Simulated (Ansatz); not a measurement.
Born–Oppenheimer molecular dynamics of a periodic cell of 16 atoms, Si (start crystal Si, start structure Fd-3m, volume 1 times the crystal's). It goes on from the last frame of an earlier run, with new velocities.

These are results of Ansatz 0.2.0, DFT PBE, scalar-relativistic, plane waves, PAW, not measurements. Settings: cutoff 420 eV, k mesh 2x2x2, fermi-dirac smearing 0.24 eV, no spin polarisation.

```json
{
 "ensemble": "NVT, Langevin thermostat",
 "time step": "2 fs",
 "steps asked": "169",
 "set temperature": "2240 K",
 "friction": "0.02 /fs",
 "temperature schedule": "127 steps to 300 K, then 42 steps to 300 K",
 "seed": "438193"
}
```

First frame:

```xyz
16
Lattice="0.0000 5.3810 5.3810 5.3810 0.0000 5.3810 5.3810 5.3810 0.0000" Properties=species:S:1:pos:R:3
Si 0.058 -0.224 0.431
Si 0.791 1.836 1.330
Si 2.753 2.577 0.146
Si 4.226 3.906 1.505
Si 1.820 0.310 2.691
Si 4.550 0.705 3.704
Si 6.169 3.225 2.222
Si 6.362 3.973 4.323
Si -0.957 2.855 2.831
Si 0.927 4.343 3.896
Si 2.337 5.386 2.402
Si 3.564 6.444 4.200
Si 2.130 2.420 4.452
Si 2.872 3.792 6.811
Si 4.574 5.139 5.593
Si 6.180 6.724 6.036
```

**Question.** What does the run give?

**Answer.** The run went to its last step.

```json
{"steps done": "169", "time covered": "338 fs", "mean temperature over the second half": "757 K", "spread of the potential energy over the second half": "49.5 meV per atom", "mean potential energy of the second half above the start": "-145.4 meV per atom"}
```

The schedule's set-point averaged 462 K over the second half and the system 757 K, so it lags behind the ramp. A run of 0.34 ps of so small a system gives no equilibrium averages. Limits of this set-up: coarse k mesh.

**Question.** What happens to the structure?

**Answer.** Mean squared displacements from the first frame to the last, about the centre of mass: Si 0.60 Å². This is one draw of velocities; another would differ in detail.

**Question.** How do temperature and energy run in time?

**Answer.** 
| time (fs) | T (K) | potential energy less start (eV) |
| --- | --- | --- |
| 0.0 | 2100 | 0.000 |
| 28.0 | 1683 | -1.026 |
| 56.0 | 1258 | -0.115 |
| 84.0 | 1472 | -0.661 |
| 112.0 | 1342 | -0.679 |
| 140.0 | 1347 | -0.364 |
| 168.0 | 1281 | -1.732 |
| 196.0 | 867 | -1.149 |
| 224.0 | 962 | -1.928 |
| 252.0 | 572 | -1.785 |
| 280.0 | 610 | -2.811 |
| 308.0 | 520 | -3.260 |
| 336.0 | 513 | -3.632 |

Time of the run: 15 min on 1 thread of Arm Neoverse V1, with other jobs on the host, peak memory 0.59 GiB.
